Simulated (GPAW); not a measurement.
Crystal: Rb.

```xyz
1
Lattice="-2.9545 2.9545 2.7308 2.9545 -2.9545 2.7308 2.9545 2.9545 -2.7308" Properties=species:S:1:pos:R:3 pbc="T T T"
Rb    0.0000    0.0000    0.0000
```

This isn't the form of Rb at room conditions, which is bcc.

- Program: GPAW 26.7.0
- Task: single point
- Functional: PBE
- Potentials or basis: GPAW PAW data sets (gpaw-data 1.2.1)
- Cutoff: 600 eV
- Basis: pw
- k mesh: 7 × 7 × 7
- Occupations: fermi-dirac, width 0.05 eV
- Spin: no spin polarisation

On this cell: pressure -0.1 GPa; band gap on the k mesh none (metal or under the smearing width).

The same run follows on a disturbed copy (cell strained at random at fixed volume):

```xyz
1
Lattice="-2.9018 2.8693 2.7765 2.9545 -2.8932 2.8594 2.9099 2.9013 -2.8024" Properties=species:S:1:pos:R:3 pbc="T T T"
Rb    0.0128   -0.0347    0.0024
```

Question: What does the disturbed cell give?

Answer: The energy (extrapolated to zero smearing) moves by +1.4 meV/atom; pressure -0.1 GPa; band gap on the k mesh none (metal or under the smearing width).
